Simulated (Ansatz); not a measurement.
# ZnS: the cost of one run

Computed with Ansatz 0.2.0 (DFT PBEsol, scalar-relativistic, plane waves, PAW, unless a step's input says otherwise).

## Step 1: The starting structure

Symmetry: R3m, No. 160, trigonal system. Conventional cell: a = 3.806 Å, b = 3.806 Å, c = 28.056 Å, α = 90.00°, β = 90.00°, γ = 120.00°. Zn (site symmetry 3m) is surrounded by 4 S at 2.33 to 2.34 Å. Around Zn (site symmetry 3m) lie 4 S at 2.33 Å. S (site symmetry 3m) has 4 Zn at 2.33 to 2.34 Å as nearest neighbours. S (site symmetry 3m) has 4 Zn at 2.33 Å as nearest neighbours.

Coordinates:

```cif
data_structure
_symmetry_space_group_name_H-M 'R3m:H'
_symmetry_Int_Tables_number 160
_cell_length_a 3.8061
_cell_length_b 3.8061
_cell_length_c 28.0558
_cell_angle_alpha 90.000
_cell_angle_beta 90.000
_cell_angle_gamma 120.000
_cell_volume 351.98
loop_
_atom_site_label
_atom_site_type_symbol
_atom_site_symmetry_multiplicity
_atom_site_Wyckoff_symbol
_atom_site_fract_x
_atom_site_fract_y
_atom_site_fract_z
_atom_site_occupancy
Zn1 Zn 3 a 0.66667 0.33333 0.33330 1
Zn2 Zn 3 a 0.00000 0.00000 0.22227 1
Zn3 Zn 3 a 0.33333 0.66667 0.11128 1
S1 S 3 a 0.00000 0.00000 0.08327 1
S2 S 3 a 0.33333 0.66667 0.19451 1
S3 S 3 a 0.00000 0.00000 0.30536 1
```

The structure comes from the Materials Project (structure only).

(A quick probe on a coarse mesh, which set the mesh and smearing, is not shown.)

## Step 3: Full relaxation

Input file input.yaml:

```yaml
crystal:
  lattice:
    - [1.9030712007, 1.09873867, 9.3519478348]
    - [-1.9030712007, 1.09873867, 9.3519478348]
    - [0.0, -2.19747734, 9.3519478348]
  atoms:
    - { symbol: Zn, position: [0.99997114, 0.99997114, 0.99997114] }
    - { symbol: Zn, position: [0.22226941, 0.22226941, 0.22226941] }
    - { symbol: Zn, position: [0.44461344, 0.44461344, 0.44461344] }
    - { symbol: S, position: [0.08326717, 0.08326717, 0.08326717] }
    - { symbol: S, position: [0.5278423, 0.5278423, 0.5278423] }
    - { symbol: S, position: [0.30536254, 0.30536254, 0.30536254] }
basis:
  ecutwfc: 420
kpoints:
  mp_grid: { grid: [12, 12, 12] }
hamiltonian:
  xc: pbesol
scf:
  occupations: { method: gaussian, width: 0.02 }
output:
  forces: true
  stress: true
  eigenvalues: true
  write_density: true
  write_potential: true
  elf: true
  volumetric_format: npy
relax:
  adjacent_minimum: "off"
  f_tol: 0.005
  max_steps: 80
  cell: { stress_tol: 0.05 }
```

Started as:

```
$ ansatz run input.yaml --threads 1 --pin off --max-ram 2560MiB --backend cpu --events-out ev --progress --plain --runs-dir out
```

Q: Estimate wall time and peak memory on 1 thread of Intel Xeon 6975P-C (Granite Rapids), shared host.

About 3.1 min, with a peak of 0.84 GiB.
